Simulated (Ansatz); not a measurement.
# Ni (Fm-3m) in Ansatz: further runs

The runs below take Ni through relaxation of cell and atoms, with PBEsol.

Program: Ansatz 0.2.0. These are calculated values, not measurements. Logs are shortened: lines on timing, memory, paths and dates and some standing lists are left out, and cuts for length are marked.

## Step 1: Starting point

Symmetry: Fm-3m, No. 225, cubic system. Conventional cell: a = 3.475 Å, b = 3.475 Å, c = 3.475 Å, α = 90.00°, β = 90.00°, γ = 90.00°. Ni (site symmetry m-3m) has 12 Ni at 2.46 Å as nearest neighbours.

## Step 2: Relaxation of cell and atoms, PBEsol, collinear spin, ferromagnetic start

File input.yaml:

```yaml
crystal:
  lattice:
    - [0.0, 1.737572933, 1.737572933]
    - [1.737572933, 0.0, 1.737572933]
    - [1.737572933, 1.737572933, 0.0]
  atoms:
    - { symbol: Ni, position: [0.0, 0.0, 0.0], spin: 1.0 }
kpoints:
  mp_grid: { grid: [13, 13, 13] }
scf:
  occupations: { method: fermi_dirac, width: 0.05 }
hamiltonian:
  xc: pbesol
  pseudopotentials: { kind: all_electron, lapw: { basis_error: 0.001 } }
magnetization:
  spin_polarized: true
output:
  forces: true
  stress: true
relax:
  f_tol: 0.02
  max_steps: 60
  cell: {}
```

Potentials or basis: all-electron LAPW, scalar-relativistic.

The run is started by

```
$ ansatz run input.yaml --threads 2 --pin off --max-ram 6144MiB --backend cpu --events-out ev --progress --plain --runs-dir out
```

Log:

```text
Warning: RAYON_NUM_THREADS=2 ignored (pool sized by the plan → 2); use --threads N
The last accepted step is kept in <dir> (removed where the run ends without a failure and the disk answers)
LAPW: plane waves up to 9.493 Å⁻¹, error target 1.0e-3 eV per atom; small_component_spin mean_spin; Ni in spheres of 1.192 Å, 18 of its electrons in bands, Dirac shells [] (how accurate: hamiltonian.pseudopotentials.lapw.basis_error, Limitations)
Engine: ansatz 0.2.0, x86_64-unknown-linux-gnu
Pseudopotentials: kind: all_electron
Pseudopotential: Ni, LAPW, valence charge 18, lapw/all_electron/scalar/gaussian/Ni, Koelling and Harmon's equation, gaussian nucleus
Functional definition: PBEsol
  exchange = pbesol_x
  correlation = pbesol_c
Crystal: 1 atoms, lattice volume = 10.492 Å³
Basis set: ecut = 343.31665564304353 eV, 169 PW (Γ), exchange–correlation at level 2
Bands: 14, of which v1, the nominal top of the filled ones, is band 9 counted from 1 (8 counted from 0)
Symmetry: 48 space group operations
Space group: Fm-3m (ITA 225), of the structure as read, at distance tolerance 2.2e-5 Å
Magnetic group: BNS 225.116 (UNI 1618), of the structure as read, at distance tolerance 2.2e-5 Å
k-points: 84 of 2197
Non-local potential: Ni, projectors of the file, none
Initial density: superposition of atomic densities (chi_scale 0.1, normalization cell)
Starting moments: Σ|m| = 1 μB on 1 of 1 site
Initial wavefunctions: plane waves of lowest kinetic energy (no species holds an atomic orbital)
Functional: x = pbesol(κ = 0.804, μ = 0.12345679012345678), c = pbesol(β = 0.046)
iter 1 solved again at ethr=8.50e-6 eV; its pass at ethr=1.00e-1 eV (dr2=1.53e-3 eV) is discarded
SCF iter   1: F=—  HF=-41348.092569 eV  |F-HF|=—  |Δ(HF+E_count)|=         —  Δρ=1.53e-2 (↑1.50e-2 ↓1.53e-2)  dr2=1.55e-3  dr2_m=2.16e-2  M=0.699 μB ∫|m|=0.763 μB  β_m=0.30  ethr=8.50e-6  ⟨swp⟩=3.9  Hψ=19117  notcnv=0
Mixer restart at iter 1: flushing history
preconditioner: auto → none  [metal: Δε(μ)=0.017 eV  Ē_g=17.231 eV  σ=0.050 eV  W_gap=0.09  n_scr=0 (ndim 8)  ℏωp=36.3 eV  f_vac=0.000  D(μ)=1.73/eV (n_scr^D=26)]
SCF iter   2: F=—  HF=-41348.126332 eV  |F-HF|=—  |Δ(HF+E_count)|=         —  Δρ=1.42e-2 (↑1.39e-2 ↓1.42e-2)  dr2=8.06e-4  dr2_m=1.87e-2  M=0.638 μB ∫|m|=0.690 μB  β_m=0.30  ethr=8.50e-6  ⟨swp⟩=2.0  Hψ=6196  notcnv=0
Mixer restart at iter 2: flushing history
SCF iter   3: F=—  HF=-41348.128570 eV  |F-HF|=—  |Δ(HF+E_count)|=   2.24e-3  Δρ=9.94e-3 (↑9.85e-3 ↓9.94e-3)  dr2=3.59e-4  dr2_m=9.29e-3  M=0.636 μB ∫|m|=0.693 μB  β_m=0.64  ethr=4.48e-6  ⟨swp⟩=2.0  Hψ=6192  notcnv=0
iter 4 solved again at ethr=2.88e-8 eV; its pass at ethr=1.99e-6 eV (dr2=5.19e-6 eV) is discarded
SCF iter   4: F=—  HF=-41348.132621 eV  |F-HF|=—  |Δ(HF+E_count)|=   4.05e-3  Δρ=4.05e-4 (↑4.05e-4 ↓3.25e-4)  dr2=5.19e-6  dr2_m=1.03e-5  M=0.629 μB ∫|m|=0.703 μB  β_m=0.56  ethr=2.88e-8  ⟨swp⟩=2.2  Hψ=11446  notcnv=0
SCF iter   5: F=—  HF=-41348.132627 eV  |F-HF|=—  |Δ(HF+E_count)|=         —  Δρ=3.58e-4 (↑2.00e-4 ↓3.58e-4)  dr2=6.41e-6  dr2_m=4.83e-6  M=0.630 μB ∫|m|=0.705 μB  β_m=0.52  ethr=2.88e-8  ⟨swp⟩=3.0  Hψ=7057  notcnv=0
the basis was enlarged: its passes take 670.4 KiB over the memory plan, 2 of 2 planned eigensolver slots
SCF iter   6: F=—  HF=-41348.132648 eV  |F-HF|=—  |Δ(HF+E_count)|=   2.15e-5  Δρ=1.96e-4 (↑9.87e-5 ↓1.96e-4)  dr2=1.16e-6  dr2_m=1.70e-6  M=0.630 μB ∫|m|=0.706 μB  β_m=0.76  ethr=2.88e-8  ⟨swp⟩=2.3  Hψ=6257  notcnv=0
SCF iter   7: F=—  HF=-41348.132676 eV  |F-HF|=—  |Δ(HF+E_count)|=   2.78e-5  Δρ=4.04e-5 (↑2.10e-5 ↓4.04e-5)  dr2=4.61e-8  dr2_m=7.54e-8  M=0.630 μB ∫|m|=0.708 μB  β_m=0.74  ethr=6.42e-9  ⟨swp⟩=3.0  Hψ=6768  notcnv=0
SCF iter   8: F=—  HF=-41348.132677 eV  |F-HF|=—  |Δ(HF+E_count)|=   8.65e-7  Δρ=2.49e-6 (↑2.10e-6 ↓2.49e-6)  dr2=2.73e-11  dr2_m=4.72e-10  M=0.630 μB ∫|m|=0.708 μB  β_m=0.87  ethr=2.56e-10  ⟨swp⟩=3.0  Hψ=6847  notcnv=0
SCF iter   9: F=-41348.132677 eV  HF=-41348.132677 eV  |F-HF|=1.82e-10  |Δ(HF+E_count)|=   9.65e-9  Δρ=1.09e-6 (↑5.05e-7 ↓1.09e-6)  dr2=2.28e-11  dr2_m=5.77e-11  M=0.630 μB ∫|m|=0.708 μB  ethr=1.00e-12  ⟨swp⟩=3.0  Hψ=6842  notcnv=0
SCF 1 converged in 9 iterations: F = -41348.132677 eV  dr2 = 2.28e-11
relax step   1: F+E_penalty+E_count = -41348.13267692 eV  Δ(F+E_penalty+E_count) = +0.000e0 eV  max|allowed force component| = 0.000e0 eV/Å  Δτ_max = 0.0000 Å  P = -2.402 GPa  Ω = 10.492 Å³  (9 SCF iters, accepted)
Crystal: 1 atoms, lattice volume = 10.438 Å³
Basis set: ecut = 344.50593478233566 eV, 169 PW (Γ), exchange–correlation at level 2
Initial density: handed on by an earlier stage of this run
Starting moments: Σ|m| = 1 μB on 1 of 1 site; this step starts from the density that it was given
Initial wavefunctions: those handed on with the density
iter 1 solved again at ethr=3.39e-9 eV; its pass at ethr=1.00e-1 eV (dr2=6.10e-7 eV) is discarded
SCF iter   1: F=—  HF=-41348.133287 eV  |F-HF|=—  |Δ(HF+E_count)|=         —  Δρ=5.41e-5 (↑5.41e-5 ↓3.53e-5)  dr2=8.72e-8  dr2_m=1.42e-7  M=0.629 μB ∫|m|=0.707 μB  β_m=0.65  ethr=3.39e-9  ⟨swp⟩=5.1  Hψ=14913  notcnv=0
preconditioner: auto → none  [metal: Δε(μ)=0.005 eV  Ē_g=17.201 eV  σ=0.050 eV  W_gap=0.03  n_scr=0 (ndim 8)  ℏωp=36.3 eV  f_vac=0.000  D(μ)=1.54/eV (n_scr^D=26)]
SCF iter   2: F=—  HF=-41348.133295 eV  |F-HF|=—  |Δ(HF+E_count)|=   8.03e-6  Δρ=1.53e-5 (↑8.65e-6 ↓1.53e-5)  dr2=2.48e-8  dr2_m=6.13e-9  M=0.630 μB ∫|m|=0.707 μB  β_m=0.40  ethr=4.85e-10  ⟨swp⟩=3.0  Hψ=7099  notcnv=0
SCF iter   3: F=—  HF=-41348.133293 eV  |F-HF|=—  |Δ(HF+E_count)|=   2.30e-6  Δρ=1.39e-5 (↑1.39e-5 ↓8.09e-6)  dr2=1.02e-8  dr2_m=5.84e-9  M=0.630 μB ∫|m|=0.707 μB  β_m=0.48  ethr=1.38e-10  ⟨swp⟩=3.0  Hψ=7092  notcnv=0
SCF iter   4: F=—  HF=-41348.133295 eV  |F-HF|=—  |Δ(HF+E_count)|=   1.68e-6  Δρ=6.54e-6 (↑6.01e-6 ↓6.54e-6)  dr2=6.64e-9  dr2_m=1.85e-11  M=0.630 μB ∫|m|=0.707 μB  β_m=0.74  ethr=5.69e-11  ⟨swp⟩=3.0  Hψ=7099  notcnv=0
iter 5 solved again at ethr=1.00e-12 eV; its pass at ethr=3.69e-11 eV (dr2=1.34e-11 eV) is discarded
SCF iter   5: F=—  HF=-41348.133296 eV  |F-HF|=—  |Δ(HF+E_count)|=   9.72e-7  Δρ=3.56e-7 (↑3.18e-7 ↓3.56e-7)  dr2=1.33e-11  dr2_m=6.74e-12  M=0.630 μB ∫|m|=0.707 μB  β_m=0.79  ethr=1.00e-12  ⟨swp⟩=2.0  Hψ=11709  notcnv=0
SCF iter   6: F=-41348.133296 eV  HF=-41348.133296 eV  |F-HF|=8.73e-11  |Δ(HF+E_count)|=  5.17e-10  Δρ=2.20e-7 (↑2.72e-8 ↓2.20e-7)  dr2=1.62e-12  dr2_m=1.35e-12  M=0.630 μB ∫|m|=0.707 μB  ethr=1.00e-12  ⟨swp⟩=2.0  Hψ=6185  notcnv=0
SCF 2 converged in 6 iterations: F = -41348.133296 eV  dr2 = 1.62e-12
relax step   2: F+E_penalty+E_count = -41348.13329585 eV  Δ(F+E_penalty+E_count) = -6.189e-4 eV  max|allowed force component| = 0.000e0 eV/Å  Δτ_max = 0.0000 Å  P = -1.246 GPa  Ω = 10.438 Å³  (6 SCF iters, accepted)
Crystal: 1 atoms, lattice volume = 10.380 Å³
Basis set: ecut = 345.78598515556035 eV, 169 PW (Γ), exchange–correlation at level 2
iter 1 solved again at ethr=3.61e-9 eV; its pass at ethr=1.00e-1 eV (dr2=6.51e-7 eV) is discarded
SCF iter   1: F=—  HF=-41348.133508 eV  |F-HF|=—  |Δ(HF+E_count)|=         —  Δρ=5.86e-5 (↑5.86e-5 ↓3.78e-5)  dr2=1.00e-7  dr2_m=1.65e-7  M=0.629 μB ∫|m|=0.706 μB  β_m=0.65  ethr=3.61e-9  ⟨swp⟩=5.1  Hψ=14963  notcnv=0
preconditioner: auto → none  [metal: Δε(μ)=0.005 eV  Ē_g=17.257 eV  σ=0.050 eV  W_gap=0.03  n_scr=0 (ndim 8)  ℏωp=36.4 eV  f_vac=0.000  D(μ)=1.53/eV (n_scr^D=26)]
SCF iter   2: F=—  HF=-41348.133517 eV  |F-HF|=—  |Δ(HF+E_count)|=   9.05e-6  Δρ=1.66e-5 (↑9.08e-6 ↓1.66e-5)  dr2=2.77e-8  dr2_m=7.47e-9  M=0.629 μB ∫|m|=0.706 μB  β_m=0.41  ethr=5.56e-10  ⟨swp⟩=3.0  Hψ=7096  notcnv=0
SCF iter   3: F=—  HF=-41348.133515 eV  |F-HF|=—  |Δ(HF+E_count)|=   2.57e-6  Δρ=1.52e-5 (↑1.52e-5 ↓8.47e-6)  dr2=1.19e-8  dr2_m=6.79e-9  M=0.629 μB ∫|m|=0.706 μB  β_m=0.48  ethr=1.54e-10  ⟨swp⟩=3.0  Hψ=7089  notcnv=0
SCF iter   4: F=—  HF=-41348.133516 eV  |F-HF|=—  |Δ(HF+E_count)|=   1.88e-6  Δρ=6.79e-6 (↑6.68e-6 ↓6.79e-6)  dr2=7.59e-9  dr2_m=9.35e-12  M=0.629 μB ∫|m|=0.706 μB  β_m=0.74  ethr=6.60e-11  ⟨swp⟩=3.0  Hψ=7096  notcnv=0
iter 5 solved again at ethr=1.00e-12 eV; its pass at ethr=4.22e-11 eV (dr2=1.21e-11 eV) is discarded
SCF iter   5: F=—  HF=-41348.133518 eV  |F-HF|=—  |Δ(HF+E_count)|=   1.09e-6  Δρ=3.97e-7 (↑2.99e-7 ↓3.97e-7)  dr2=1.20e-11  dr2_m=7.20e-12  M=0.629 μB ∫|m|=0.706 μB  β_m=0.79  ethr=1.00e-12  ⟨swp⟩=2.0  Hψ=11706  notcnv=0
SCF iter   6: F=-41348.133518 eV  HF=-41348.133518 eV  |F-HF|=1.75e-10  |Δ(HF+E_count)|=   1.55e-9  Δρ=3.26e-7 (↑4.29e-8 ↓3.26e-7)  dr2=5.58e-12  dr2_m=1.96e-12  M=0.629 μB ∫|m|=0.706 μB  ethr=1.00e-12  ⟨swp⟩=2.4  Hψ=6286  notcnv=0
SCF 3 converged in 6 iterations: F = -41348.133518 eV  dr2 = 5.58e-12
relax step   3: F+E_penalty+E_count = -41348.13351751 eV  Δ(F+E_penalty+E_count) = -2.217e-4 eV  max|allowed force component| = 0.000e0 eV/Å  Δτ_max = 0.0000 Å  P = +0.026 GPa  Ω = 10.380 Å³  (6 SCF iters, accepted)
iter 1 solved again at ethr=1.00e-12 eV; its pass at ethr=1.00e-1 eV (dr2=3.51e-13 eV) is discarded
SCF iter   1: F=—  HF=-41348.133518 eV  |F-HF|=—  |Δ(HF+E_count)|=         —  Δρ=1.50e-7 (↑1.04e-7 ↓1.50e-7)  dr2=3.50e-13  dr2_m=1.39e-12  M=0.629 μB ∫|m|=0.706 μB  β_m=0.65  ethr=1.00e-12  ⟨swp⟩=5.4  Hψ=13137  notcnv=0
preconditioner: auto → none  [metal: Δε(μ)=0.003 eV  Ē_g=17.253 eV  σ=0.050 eV  W_gap=0.02  n_scr=0 (ndim 8)  ℏωp=36.4 eV  f_vac=0.000  D(μ)=1.53/eV (n_scr^D=26)]
SCF iter   2: F=—  HF=-41348.133518 eV  |F-HF|=—  |Δ(HF+E_count)|=  8.73e-11  Δρ=9.70e-8 (↑7.49e-8 ↓9.70e-8)  dr2=4.27e-14  dr2_m=6.84e-13  M=0.629 μB ∫|m|=0.706 μB  β_m=0.65  ethr=1.00e-12  ⟨swp⟩=2.0  Hψ=6182  notcnv=0
SCF iter   3: F=-41348.133518 eV  HF=-41348.133518 eV  |F-HF|=7.28e-11  |Δ(HF+E_count)|=  7.28e-12  Δρ=1.17e-7 (↑8.64e-8 ↓1.17e-7)  dr2=1.94e-12  dr2_m=9.60e-14  M=0.629 μB ∫|m|=0.706 μB  ethr=1.00e-12  ⟨swp⟩=2.0  Hψ=6182  notcnv=0
SCF 4 converged in 3 iterations: F = -41348.133518 eV  dr2 = 1.94e-12
relax step   4: F+E_penalty+E_count = -41348.13351761 eV  Δ(F+E_penalty+E_count) = -1.006e-7 eV  max|allowed force component| = 0.000e0 eV/Å  Δτ_max = 0.0000 Å  P = +0.026 GPa  Ω = 10.380 Å³  stress off target by 2.62e-2 GPa  SCF on the basis re-selected at this cell (its energy is not comparable with the rows above)  (3 SCF iters)
basis re-selected at this cell: Δ(F+E_penalty+E_count) = -1.006e-7 eV, ΔP = +0.000 GPa vs the last step (what re-selecting the basis moved, after the strain that the cell walked since its last selection, with what the two solves' SCF thresholds leave and, on support functions, any second-order correction that the steps lacked; it is no measure of the basis error at this ecutwfc). This SCF's stress stands 2.62e-2 GPa from its target on what of the cell is left free (relax.cell.stress_tol is 5.00e-2 GPa) and its largest allowed force component is 0.00e0 eV/Å (relax.f_tol is 2.00e-2 eV/Å): within both
SCF converged after 3 iterations
Magnetization: 0.6292 μB (9.3146 up, 8.6854 down)
Absolute magnetization: 0.7060 μB (∫|ρ↑−ρ↓|)
Spin contamination: 0.0055 ħ² per cell (⟨S²⟩ above its minimum at these occupations)
Per-site moments (μB) at R_I (Å): [(0.6558022402346353, 1.1875270631543386)]
Free energy (F): -41348.133518 eV
Harris-Foulkes:  -41348.133518 eV  (|F-HF|=7.28e-11)
Internal energy: -41348.120886 eV  (E = F + TS)
E sigma→0 (E₀):  -41348.127202 eV
Entropy (-TS):   -0.012631 eV (-12.631 meV/atom)
Fermi energy:    19.227512 eV
--- Per-component energies (eV) ---
  E_band       = -265.957698
  E_kinetic    = 42005.720176
  E_xc         = -1695.558920
  E_electrostatic = -81658.282143  (all electrons and nuclei)
  E_smearing   = -0.012631  (= −TS)
  E_closure    = 0.000000  (closes the sum)
  E_atoms      = -41340.345444  (free atoms, spherical and without spin; not in F)
  Σ components = -41348.133518   (vs F -41348.133518, Δ=0.00e0)
  Basis errors (estimates in eV, not in F): energy 2.4e-4 per atom: plane waves 2.2e-4 (1.2e-4 summed), levels above the bands 2.3e-176, relativity 5.1e-9, radial functions 1.7e-5, core shells 1.1e-9; eigenvalues (radial functions only) 2.0e-6; not estimated: angular momenta, meshes, grids; target (lapw.basis_error) 1.0e-3; muffin-tin radii Ni 1.188 Å
--- Forces (eV/Å), atoms counted from 1 ---
  atom   1  Ni    -0.00000000     0.00000000    -0.00000000
  max |Σ_I F_I| component: 9.86e-32 eV/Å
--- Stress (GPa, compression-positive) ---
        0.026223      -0.000000       0.000000
       -0.000000       0.026223      -0.000000
        0.000000      -0.000000       0.026223
  P = ⅓ Tr σ = 0.0262 GPa (0.262 kbar)
--- Relaxed structure (3 steps of the walk, 3 accepted, 1 SCFs on fresh bases) ---
  F+E_penalty+E_count = -41348.13351761 eV   max|allowed force component| = 0.000e0 eV/Å   (the final SCF, on the basis selected at the relaxed cell)
  cell:  # Å, volume = 10.3798 Å³
    - [7.884391588010803e-35, 1.7313576323950763, 1.7313576323950763]
    - [1.7313576323950763, 4.5301041979962355e-34, 1.7313576323950763]
    - [1.7313576323950763, 1.7313576323950763, 9.874771288360647e-35]
  atoms:
    - { symbol: Ni, position: [0.0, 0.0, 0.0] }
```

Wall time 17 s (2 threads of Intel Xeon Platinum 8488C (Sapphire Rapids), shared host); peak memory 0.42 GiB.

Results:

- Free energy: -41348.1335 eV
- Relaxed volume: 10.38 Å³/atom
- Relaxed cell: a = 2.449 Å, b = 2.449 Å, c = 2.449 Å, α = 60.00°, β = 60.00°, γ = 60.00°
- Space group after relaxing (to 0.05 Å): Fm-3m (No. 225)
- Energy gained by relaxing: 0.8 meV/atom
- Ionic steps: 4
- Pressure after relaxing: 0.0 GPa
- Net moment: 0.63 μB per cell
- Absolute moment: 0.71 μB per cell
- Site moments: Ni +0.66 μB

Step by step:
| step | energy change (eV) | largest force (eV/Å) | volume (Å³) |
| --- | --- | --- | --- |
| 1 | 0.0000 | 0.0000 | 10.49 |
| 2 | -0.0006 | 0.0000 | 10.44 |
| 3 | -0.0008 | 0.0000 | 10.38 |
| 4 | -0.0008 | 0.0000 | 10.38 |

Final structure:
```
Ni
1.0
     0.00000    1.73136    1.73136
     1.73136    0.00000    1.73136
     1.73136    1.73136    0.00000
Ni
1
Direct
  0.00000 0.00000 0.00000
```

## Step 3: Relaxation of cell and atoms, PBEsol, collinear spin, ferromagnetic start, target pressure 5 GPa, at which the enthalpy is minimised

input.yaml: that of step 2 with these lines changed.

```diff
@@ -22,2 +22,2 @@
   max_steps: 60
-  cell: {}
+  cell: { p_target: 5 }
```

Potentials or basis: all-electron LAPW, scalar-relativistic.

The run is started by

```
$ ansatz run input.yaml --threads 2 --pin off --max-ram 6144MiB --backend cpu --events-out ev --progress --plain --runs-dir out
```

Run time: 20 s. Hardware: 2 threads of Intel Xeon Platinum 8488C (Sapphire Rapids), shared host; peak memory 0.41 GiB.

It converged, with:

| Item | Value |
| --- | --- |
| Free energy | -41348.1303 eV |
| Relaxed volume | 10.17 Å³/atom |
| Relaxed cell | a = 2.432 Å, b = 2.432 Å, c = 2.432 Å, α = 60.00°, β = 60.00°, γ = 60.00° |
| Space group after relaxing (to 0.05 Å) | Fm-3m (No. 225) |
| Energy change on relaxing (the enthalpy is what falls) | +2.4 meV/atom |
| Ionic steps | 5 |
| Pressure after relaxing | 5.0 GPa |
| Net moment | 0.63 μB per cell |
| Absolute moment | 0.70 μB per cell |
| Site moments | Ni +0.65 μB |

Step by step:
| step | energy change (eV) | largest force (eV/Å) | volume (Å³) |
| --- | --- | --- | --- |
| 1 | 0.0000 | 0.0000 | 10.49 |
| 2 | -0.0006 | 0.0000 | 10.33 |
| 3 | 0.0027 | 0.0000 | 10.16 |
| 4 | 0.0024 | 0.0000 | 10.17 |
| 5 | 0.0024 | 0.0000 | 10.17 |

Final structure:
```
CELL_PARAMETERS angstrom
0.00000 1.71963 1.71963
1.71963 0.00000 1.71963
1.71963 1.71963 0.00000
ATOMIC_POSITIONS crystal
Ni 0.00000 0.00000 0.00000
```

[end of part 1 of 2]
